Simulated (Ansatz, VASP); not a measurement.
# CdSe in two plane-wave programs

One calculation is typed for both programs; each brings its own data sets and cutoff. How far apart do they land?

Method: plane waves, with VASP 6.6.1 beside it; single point at PBE, in Ansatz 0.2.0.

### Step 1. Starting point

Symmetry: F-43m, No. 216, cubic system. The conventional cell has a = 6.141 Å, b = 6.141 Å, c = 6.141 Å, α = 90.00°, β = 90.00°, γ = 90.00°. Cd has 4 Se at 2.66 Å nearest. Se has 4 Cd at 2.66 Å nearest. Farther neighbours and most contacts between anions are not listed.

### Step 2. Ansatz: single point, PBE

Ansatz runs on its default PAW (the set named soft_2) files.

A single point gives forces, pressure and levels at one fixed geometry, so differences don't come from the geometry; what else differs is listed under the comparison.

File input.yaml:

```yaml
crystal:
  lattice:
    - [0.0, 3.0702711986, 3.0702711986]
    - [3.0702711986, 0.0, 3.0702711986]
    - [3.0702711986, 3.0702711986, 0.0]
  atoms:
    - { symbol: Cd, position: [0.0, 0.0, 0.0] }
    - { symbol: Se, position: [0.25, 0.25, 0.25] }
hamiltonian:
  xc: pbe
  pseudopotentials: { kind: paw }
kpoints:
  mp_grid: { grid: [6, 6, 6] }
scf:
  occupations: { method: gaussian, width: 0.01 }
  n_extra_bands: 4
output:
  forces: true
  stress: true
  eigenvalues: true
```

Run with:

```sh
$ ansatz run input.yaml --threads 2 --pin off --max-ram 4608MiB --backend cpu --events-out ev --progress --plain --runs-dir out
```

Numbers of over 12 decimals in the logs are rounded to 6 here.

The log of the run:

```text
scf.n_extra_bands = 4 over 18 filled bands (N_el = 36.0): the run solves 22 bands
Engine: ansatz 0.2.0, x86_64-unknown-linux-gnu
Pseudopotentials: kind: paw
Pseudopotential: Cd, paw, valence charge 20, recommended cutoff 420 eV (normal), Cd.paw.azcp
Pseudopotential: Se, paw, valence charge 16, recommended cutoff 420 eV (normal), Se.paw.azcp
Functional definition: PBE
  parameter kappa = 0.804
  parameter beta = 0.066725
  exchange = pbe_x(kappa = kappa, mu = beta*pi^2/3)
  correlation = pbe_c(beta = beta)
Crystal: 2 atoms, lattice volume = 57.884 Å³
Basis set: ecut = 420 eV, 1139 PW (Γ), exchange–correlation on 60×60×60 points (8 copies of the dense FFT grid, shifted against one another)
Bands: 22, of which v1, the nominal top of the filled ones, is band 18 counted from 1 (17 counted from 0)
Symmetry: 24 space group operations
Space group: F-43m (ITA 216), of the structure as read, at distance tolerance 3.9e-5 Å
k-points: 16 of 216 (time reversal used)
Non-local potential: Cd, projectors of the file, l = 0: 3, l = 1: 2, l = 2: 2, l = 3: 1
Non-local potential: Se, projectors of the file, l = 0: 2, l = 1: 2, l = 2: 3, l = 3: 1
PAW form: soft (Blöchl's): semilocal exchange-correlation on the pseudo side does not see the compensation charge
PAW one-centre angular grid: Cd, 590 points (default); XC on 64 Gauss nodes
PAW one-centre angular grid: Se, 590 points (default); XC on 64 Gauss nodes
Initial density: superposition of atomic densities (neutral atoms: chi_scale 0, normalization atom), corrected by the library's trained network
Initial wavefunctions: pseudopotential atomic-orbital guess
Functional: x = pbe(κ = 0.804, μ = 0.219515), c = pbe(β = 0.066725)
SCF iter   1: F=—  HF=-13724.785615 eV  |F-HF|=—  |Δ(HF+E_count)|=         —  Δρ=9.35e-4  dr2=1.08e-3  ethr=1.77e-3  ⟨swp⟩=6.1  Hψ=1535  notcnv=0
preconditioner: auto → none  [insulator: Δε(μ)=0.536 eV  Ē_g=12.030 eV  σ=0.010 eV  W_gap=1.00  n_scr=14 (ndim 8)  ℏωp=20.7 eV  f_vac=0.215  D(μ)=0.00/eV (n_scr^D=0)  ε∞_Penn≈4.0]
SCF iter   2: F=—  HF=-13724.786077 eV  |F-HF|=—  |Δ(HF+E_count)|=   4.63e-4  Δρ=3.63e-4  dr2=6.49e-5  ethr=3.00e-6  ⟨swp⟩=2.0  Hψ=688  notcnv=0
SCF iter   3: F=—  HF=-13724.786091 eV  |F-HF|=—  |Δ(HF+E_count)|=   1.37e-5  Δρ=1.49e-4  dr2=1.23e-5  ethr=1.80e-7  ⟨swp⟩=2.0  Hψ=670  notcnv=0
SCF iter   4: F=—  HF=-13724.786115 eV  |F-HF|=—  |Δ(HF+E_count)|=   2.35e-5  Δρ=6.70e-5  dr2=2.88e-6  ethr=3.42e-8  ⟨swp⟩=2.0  Hψ=515  notcnv=0
SCF iter   5: F=—  HF=-13724.786123 eV  |F-HF|=—  |Δ(HF+E_count)|=   8.05e-6  Δρ=1.71e-5  dr2=1.62e-7  ethr=8.00e-9  ⟨swp⟩=2.0  Hψ=500  notcnv=0
SCF iter   6: F=-13724.786123 eV  HF=-13724.786123 eV  |F-HF|=1.24e-8  |Δ(HF+E_count)|=   4.69e-7  Δρ=3.18e-6  dr2=5.06e-9  ethr=2.78e-10  ⟨swp⟩=5.1  Hψ=1450  notcnv=0
SCF 1 converged in 6 iterations: F = -13724.786123 eV  dr2 = 5.06e-9
  greatest PAW one-centre occupation: 1.000 electrons in one spin orbital (limit 2), on the Cd atom at site 0 (counted from 0), in its partial waves of l = 0
SCF converged after 6 iterations
Free energy (F): -13724.786123 eV
Harris-Foulkes:  -13724.786123 eV  (|F-HF|=1.24e-8)
Internal energy: -13724.786123 eV  (E = F + TS)
E sigma→0 (E₀):  -13724.786123 eV
Fermi energy:    7.348589 eV
--- Per-component energies (eV) ---
  E_band       = -902.111602
  E_kinetic    = 623.390546
  E_local      = -6441.868018  (includes V_loc(G=0)·N_el)
  E_nonlocal   = -562.247223
  E_hartree    = 3059.829088
  E_xc         = -280.847375
  E_vxc        = -319.658225  (∫ρ·V_xc dr)
  E_paw        = -5994.756178  (= ΣΔE_a)
  E_vpaw       = -321.384620  (= ΣTr[D̂ρ^β])
  E_aug_tail   = -0.000610  (compensation charges beyond the density's cutoff)
  E_ewald      = -4128.286353
  E_smearing   = -0.000000  (= −TS)
  E_closure    = -0.000000  (closes the sum)
  Σ components = -13724.786123   (vs F -13724.786123, Δ=0.00e0)
--- Forces (eV/Å), atoms counted from 1 ---
  atom   1  Cd     0.00000000    -0.00000000     0.00000000
  atom   2  Se    -0.00000000     0.00000000     0.00000000
  max |Σ_I F_I| component: 1.16e-16 eV/Å
--- Stress (GPa, compression-positive) ---
        1.295613      -0.000000      -0.000000
        0.000000       1.295613       0.000000
        0.000000       0.000000       1.295613
  P = ⅓ Tr σ = 1.2956 GPa (12.956 kbar)
--- Band table (eV; the first three rows and the last of 16) ---
  k-point 0: bands = [... 14 lower, -0.4201, 7.0742, 7.0742, 7.0742, 7.6227, 13.0133, 13.0133, 13.0133]
  k-point 1: bands = [... 14 lower, -0.4208, 5.4097, 6.8763, 6.8763, 8.9265, 12.7576, 13.3246, 13.3246]
  k-point 2: bands = [... 14 lower, -0.3979, 3.6720, 6.5253, 6.5253, 9.4411, 13.5613, 13.5715, 13.5715]
  k-point 15: bands = [... 14 lower, 0.0013, 3.1987, 5.0411, 5.0648, 11.4614, 11.6253, 14.5718, 15.0721]
```

Elapsed: 1.7 s, on 2 threads of AMD EPYC 9R14 (Zen 4), shared host; peak memory 0.39 GiB.

The run ends at a pressure of 1.30 GPa.

### Step 3. VASP: single point, PBE

The same cell, functional, mesh and smearing now go to VASP, with its own data sets and cutoff.

Lines of VASP's logs that name or quote its potential files are left out, and so is its time.

File INCAR:

```
SYSTEM = CdSe
PREC = Accurate
ENCUT = 400
EDIFF = 1E-07
NELM = 100
ISMEAR = 0
SIGMA = 0.01
LREAL = .FALSE.
ALGO = Normal
GGA = PE
NBANDS = 15
LORBIT = 11
LWAVE = .FALSE.
LCHARG = .FALSE.
KPAR = 2
```

File POSCAR:

```
CdSe
1.0
    0.0000000000      3.0702711986      3.0702711986
    3.0702711986      0.0000000000      3.0702711986
    3.0702711986      3.0702711986      0.0000000000
Cd Se
1 1
Direct
    0.0000000000      0.0000000000      0.0000000000
    0.2500000000      0.2500000000      0.2500000000
```

File KPOINTS:

```
Automatic mesh
0
Gamma
6 6 6
0 0 0
```

PAW data sets: Cd and Se (PBE family, release 64).

Run with:

```sh
$ mpirun -np 2 vasp_std
```

The log of the run:

```text
[banner, memory and clock lines left out]
running    2 mpi-ranks, on    1 nodes
 distrk:  each k-point on    1 cores,    2 groups
 distr:  one band on    1 cores,    1 groups

 POSCAR found type information on POSCAR CdSe
 POSCAR found :  2 types and       2 ions
 LDA part: xc-table for (Slater+PW92), standard interpolation
 POSCAR, INCAR and KPOINTS ok, starting setup
 FFT: planning ... GRIDC
 FFT: planning ... GRID_SOFT
 FFT: planning ... GRID
 WAVECAR not read
 entering main loop
       N       E                     dE             d eps       ncg     rms          rms(c)
DAV:   1     0.921686053709E+02    0.92169E+02   -0.76678E+03   480   0.877E+02
DAV:   2    -0.258868520038E+01   -0.94757E+02   -0.91370E+02   578   0.240E+02
DAV:   3    -0.585361658448E+01   -0.32649E+01   -0.32603E+01   578   0.473E+01
DAV:   4    -0.586611490177E+01   -0.12498E-01   -0.12498E-01   592   0.280E+00
DAV:   5    -0.586619939049E+01   -0.84489E-04   -0.84489E-04   599   0.203E-01    0.590E+00
DAV:   6    -0.550387730940E+01    0.36232E+00   -0.57126E-01   662   0.919E+00    0.470E+00
DAV:   7    -0.548189199720E+01    0.21985E-01   -0.14842E-01   529   0.266E+00    0.205E+00
DAV:   8    -0.548273159445E+01   -0.83960E-03   -0.13416E-02   543   0.148E+00    0.247E-01
DAV:   9    -0.548291572865E+01   -0.18413E-03   -0.15359E-03   550   0.520E-01    0.465E-02
DAV:  10    -0.548298733047E+01   -0.71602E-04   -0.17698E-04   550   0.174E-01    0.441E-02
DAV:  11    -0.548303620204E+01   -0.48872E-04   -0.83981E-05   501   0.599E-02    0.159E-02
DAV:  12    -0.548303578260E+01    0.41944E-06   -0.31011E-06   634   0.229E-02    0.480E-03
DAV:  13    -0.548303638039E+01   -0.59779E-06   -0.18479E-06   522   0.786E-03    0.273E-03
DAV:  14    -0.548303637987E+01    0.51523E-09   -0.41313E-08   450   0.160E-03
   1 F= -.54830364E+01 E0= -.54830364E+01  d E =-.290559E-28
```

From OUTCAR (step 3):

```text
ion  position               nearest neighbor table
   1  0.000  0.000  0.000-   2 2.66   2 2.66   2 2.66   2 2.66
   2  0.250  0.250  0.250-   1 2.66   1 2.66   1 2.66   1 2.66

  LATTYP: Found a face centered cubic cell.
 ALAT       =     6.1405423972

 Subroutine GETGRP returns: Found 24 space group operations
 (whereof 24 operations were pure point group operations)

The static configuration has the point symmetry T_d .

 Found     16 irreducible k-points:

   k-points           NKPTS =     16   k-points in BZ     NKDIM =     16   number of bands    NBANDS=     15

   dimension x,y,z NGX =    28 NGY =   28 NGZ =   28
   dimension x,y,z NGXF=    56 NGYF=   56 NGZF=   56

   ENCUT  =  400.0 eV  29.40 Ry    5.42 a.u.   7.08  7.08  7.08*2*pi/ulx,y,z

   NELECT =      18.0000    total number of electrons

 k-points in reciprocal lattice and weights: Automatic mesh
   0.00000000  0.00000000  0.00000000       0.005
   0.16666667  0.00000000  0.00000000       0.037
   0.33333333  0.00000000  0.00000000       0.037
   0.50000000  0.00000000  0.00000000       0.019
   0.16666667  0.16666667  0.00000000       0.028
   0.33333333  0.16666667  0.00000000       0.111
   0.50000000  0.16666667  0.00000000       0.111
  -0.33333333  0.16666667  0.00000000       0.111
  -0.16666667  0.16666667  0.00000000       0.056
[...]
-0.33333333  0.33333333  0.16666667       0.111
  -0.33333333  0.50000000  0.16666667       0.056

 average (electrostatic) potential at core
       1 -40.1502       2 -56.6104

 E-fermi :   0.7982

 k-point     1 :       0.0000    0.0000    0.0000
  band No.  band energies     occupation
    ...
      5      -6.7769      2.00000
      6      -6.7769      2.00000
      7       0.7232      2.00000
      8       0.7232      2.00000
      9       0.7232      2.00000
     10       1.2692      0.00000
     11       6.6526      0.00000
     12       6.6526      0.00000
     13       6.6526      0.00000
     14      10.3910      0.00000
    ...

 k-point     2 :       0.1667    0.0000    0.0000
  band No.  band energies     occupation
    ...
      5      -6.7774      2.00000
      6      -6.7774      2.00000
      7      -0.9470      2.00000
      8       0.5247      2.00000
      9       0.5247      2.00000
     10       2.5760      0.00000
     11       6.4071      0.00000
     12       6.9648      0.00000
     13       6.9648      0.00000
     14      10.8146      0.00000
    ...

 k-point     3 :       0.3333    0.0000    0.0000
  band No.  band energies     occupation
    ...
      5      -6.7678      2.00000
      6      -6.7539      2.00000
      7      -2.6870      2.00000
      8       0.1730      2.00000
      9       0.1730      2.00000
     10       3.0854      0.00000
     11       7.2097      0.00000
     12       7.2097      0.00000
     13       7.2258      0.00000
     14      10.5321      0.00000
    ...

  Total        0.4348698      0.4348698      0.4348698     -0.0000000      0.0000000     -0.0000000
  in kB       12.0367603     12.0367603     12.0367603     -0.0000000      0.0000000     -0.0000000
  external PRESSURE =      12.0367603 kB  Pullay stress =       0.0000000 kB

  energy-cutoff  :      400.00
  volume of cell :       57.88
      direct lattice vectors                 reciprocal lattice vectors
     0.000000000  3.070271199  3.070271199    -0.162852063  0.162852063  0.162852063
     3.070271199  0.000000000  3.070271199     0.162852063 -0.162852063  0.162852063
     3.070271199  3.070271199  0.000000000     0.162852063  0.162852063 -0.162852063

 POSITION                                       TOTAL-FORCE (eV/Angst)
 -----------------------------------------------------------------------------------
      0.00000      0.00000      0.00000        -0.000000     -0.000000     -0.000000
      1.53514      1.53514      1.53514         0.000000      0.000000      0.000000
 -----------------------------------------------------------------------------------
    total drift:                               -0.000001     -0.000001     -0.000001

  FREE ENERGIE OF THE ION-ELECTRON SYSTEM (eV)
  ---------------------------------------------------
  free  energy   TOTEN  =        -5.4830363799 eV

  energy  without entropy=       -5.4830363799  energy(sigma->0) =       -5.48303638

 total charge
# of ion       s       p       d       tot
------------------------------------------
    1        0.440   0.299   9.551  10.291
    2        1.444   2.383   0.020   3.848
--------------------------------------------------
tot          1.885   2.683   9.571  14.139

[... 3 further parts left out ...]
```

The run ends at a pressure of 1.20 GPa.

### Step 4. Differences

Known differences besides the potentials themselves: the data sets hold 36 valence electrons in Ansatz (default PAW (the set named soft_2) files) and 18 in VASP; the cutoff is 420 eV in Ansatz and 400 eV in VASP; VASP leaves aspherical gradient terms in its spheres out (LASPH is not set), Ansatz keeps them. Total energies have different zeros and are not compared.

The two programs side by side:

| quantity | Ansatz | VASP | difference |
| --- | --- | --- | --- |
| pressure (GPa) | 1.30 | 1.20 | +0.09 |
| gap on the k mesh (eV) | 0.549 | 0.546 | +0.003 |

A gap on the mesh is an upper bound, since the band edges may lie between its points. Ansatz's pressure holds a Pulay correction of 0.03 GPa; VASP's holds none.

### Step 5. What came out

* difference in gap on the k mesh (single point, PBE): 0.0025 eV

The difference in gap on the k mesh is 0.0025 eV (single point, PBE), within the 0.08 eV picked in this series as the mark of a large difference. How closely two codes agree says nothing of how well the functional describes the real material.

[Lines on the potential files, build, host, timing and source positions are cut from VASP's logs without a mark.]

[Logs are printed without paths, hosts, clocks, repeated set-up lines and the standing remarks that a program may print on its own settings, such as how far it seeks lower states.]

[Hosts, paths, dates, database ids (printed as entryN), source tags and the programs' standing remarks are cut or masked in the printed files.]
